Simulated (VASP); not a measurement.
Crystal: As.

```
As
1.0
    -2.70368    0.00000   -2.70368
     0.00000   -2.70368   -2.70368
    -2.70368   -2.70368    0.00000
As
2
Direct
  0.27635 0.22714 0.25690
  0.72365 0.77286 0.74310
```

This isn't the form of As at room conditions, which is rhombohedral.

The cell isn't the ideal one: all atoms moved at random.

Base run:

- Program: VASP 6.6.1
- Functional: HSE(alpha, omega)
- Potentials or basis: VASP PAW PBE potentials, release 64 (As)
- Cutoff: 520 eV
- k mesh: 5 × 5 × 5
- Occupations: fermi-dirac, width 0.05 eV
- Spin: no spin polarisation

Its results: band gap on the k mesh 0.18 eV, indirect (least direct gap 0.34 eV); pressure 2.4 GPa; largest force 0.803 eV/Å.

The run is repeated on the same cell with these changes: screening parameter from 0.6 to 0.1. What comes out?

Band gap on the k mesh 0.35 eV, indirect (least direct gap 0.59 eV); pressure 0.2 GPa; largest force 1.051 eV/Å.

Caveats: the PAW data sets were made with another functional, which shifts forces and pressure a little; an odd mesh through Γ misses points on the zone boundary, where band edges often lie.
